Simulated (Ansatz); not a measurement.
**Point defect: Se interstitial in PtSe2**

Theory: DFT PBE, scalar-relativistic, plane waves, PAW (Ansatz 0.2.0). Settings: 420 eV cutoff, 2×2×2 k-mesh, shifted by half a step, Gaussian smearing of 0.01 eV, collinear spin in charge -1 alone.

Host crystal, relaxed:

```cif
data_structure
_symmetry_space_group_name_H-M 'P 1'
_symmetry_Int_Tables_number 1
_cell_length_a 3.7516
_cell_length_b 3.7516
_cell_length_c 6.5013
_cell_angle_alpha 90.000
_cell_angle_beta 90.000
_cell_angle_gamma 120.000
_cell_volume 79.24
loop_
_atom_site_label
_atom_site_type_symbol
_atom_site_fract_x
_atom_site_fract_y
_atom_site_fract_z
_atom_site_occupancy
Pt1 Pt 0.00000 0.00000 0.00000 1
Se1 Se 0.66667 0.33333 0.79903 1
Se2 Se 0.33333 0.66667 0.20097 1
```

Supercell of 27 atoms, rows in host cell vectors: -2 -1 1; 1 -1 1; 1 2 1. Atoms relax at the host's cell from a start displaced at random by 0.06 Å near the defect, so other minima may exist. The cell is small, so energies carry finite-size errors of tenths of an eV. The host's Kohn–Sham gap is 0.82 eV. Atoms are taken from and returned to the elements' standard states. Charged cells are corrected for image charges with the computed static dielectric tensor (mean 13.5) and aligned with the host's potential at far atoms (alignment terms reach 1.42 eV; the program doubts the alignment in some charges, where it is up to 1.42 eV). No band-filling term is added, and the Fermi level counts from the host's valence band top.

Spin-orbit coupling is left out, which matters for the bands and energies of heavy elements.

Defect: Se interstitial at (0.250, 0.500, 0.571) of the host cell.

Task: What is the formation energy of the neutral defect?

Result: 1.13 eV.

Task: Does the neutral defect carry a moment, and how do its surroundings relax?

Result: The neutral run had no spin polarisation, so a moment wasn't tested. The nearest neighbours before are 2 Se at 2.45 Å, 1 Se at 2.47 Å; after relaxation the atoms near the site are 1 Se at 2.26 Å, 3 Se at 2.79 Å; the largest move is 0.61 Å.

Task: Charges 0, -1, -2 were computed. Which is stable where in the gap?

Result: Among the charges computed the stable one is 0 at the valence band top and stays so across the gap. In charge -1, -2 the extra carrier would gain by moving to a band edge of the host, so it isn't bound in the gap. Other sites of the defect weren't tried. Levels between neighbouring charges: (0/-1) 1.28 eV, (-1/-2) 1.41 eV.